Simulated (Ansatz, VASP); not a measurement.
## Two plane-wave programs on C

The input POSCAR:

```
C
1.0
    0.0000000000      1.7833700000      1.7833700000
    1.7833700000      0.0000000000      1.7833700000
    1.7833700000      1.7833700000      0.0000000000
C
2
Direct
    0.7500000000      0.7500000000      0.7500000000
    0.5000000000      0.5000000000      0.5000000000
```

Contents of INCAR.step1:

```
  ALGO = Normal
  EDIFF = 1E-5
  ENCUT = 520
  GGA = PE
  ISIF = 2
  ISMEAR = 0
  LASPH = True
  LCHARG = False
  LREAL = False
  LWAVE = True
  NBANDS = 11
  NELM = 60
  PREC = Accurate
  SIGMA = 0.01
```

The input INCAR.step2:

```
  AEXX = 0.25
  ALGO = Normal
  EDIFF = 1E-6
  ENCUT = 520
  GGA = PS
  ISIF = 2
  ISMEAR = 0
  ISTART = 1
  LASPH = True
  LCHARG = False
  LHFCALC = True
  LREAL = False
  LWAVE = False
  NBANDS = 11
  NELM = 60
  PREC = Accurate
  PRECFOCK = Normal
  SIGMA = 0.01
```

KPOINTS

```
k-points
0
Gamma
  7 7 7
```

input.yaml

```yaml
crystal:
  lattice:
    - [0.0, 1.78337, 1.78337]
    - [1.78337, 0.0, 1.78337]
    - [1.78337, 1.78337, 0.0]
  atoms:
    - { symbol: C, position: [0.75, 0.75, 0.75] }
    - { symbol: C, position: [0.5, 0.5, 0.5] }
hamiltonian:
  xc: { exchange: pbesol, correlation: pbesol, exx: { coeff: 0.25 } }
  pseudopotentials: { kind: nc, accuracy: stringent, xc_functional: pbesol }
kpoints:
  mp_grid: { grid: [7, 7, 7] }
  band_path:
    path:
      - [[0.0, 0.0, 0.0], [0.5, 0.0, 0.5], [0.5, 0.25, 0.75], [0.375, 0.375, 0.75], [0.0, 0.0, 0.0], [0.5, 0.5, 0.5], [0.625, 0.25, 0.625], [0.5, 0.25, 0.75], [0.5, 0.5, 0.5], [0.375, 0.375, 0.75]]
      - [[0.625, 0.25, 0.625], [0.5, 0.0, 0.5]]
    npoints: 4
scf:
  occupations: { method: fixed }
  n_extra_bands: 6
output:
  forces: true
  stress: true
  eigenvalues: true
  fatbands: false
```

This isn't the form of C at room conditions, which is graphite.

Alike in both runs: functional PBEsol-based global hybrid; k mesh 7 × 7 × 7; no spin polarisation.

```csv
,VASP,Ansatz
version,VASP 6.6.1,Ansatz 0.2.0
potentials or method,"VASP PAW PBE potentials, release 64 (C)",PseudoDojo stringent (PBEsol files)
plane-wave cutoff (eV),520,1116
occupations,"gaussian, width 0.01 eV",fixed
valence electrons in the cell,8,8
task,single point,band structure
```

```csv
,VASP,Ansatz,Ansatz less VASP
gap on the k mesh at the Fermi level (eV),6.08,6.04,-0.043
least direct gap on the mesh (eV),7.69,7.68,-0.009
pressure (GPa),-11.7,-6.9,+4.75
```

One of these differences is far larger than is usual between the two programs; its cause wasn't traced.

Caveats: the k mesh is coarse (spacing up to 0.44 Å⁻¹), so the values aren't converged (VASP); the PAW data sets were made with another functional, which shifts forces and pressure a little (VASP); an odd mesh through Γ misses points on the zone boundary, where band edges often lie (VASP); the k mesh is coarse (spacing up to 0.44 Å⁻¹), so the values aren't converged, least of all with exact exchange (Ansatz); the k mesh misses the band edges, so the gap on the mesh is wider than the one along the path (Ansatz); the potentials were made for another functional, which shifts forces and pressure (Ansatz); the thresholds are loose for stress (Ansatz).
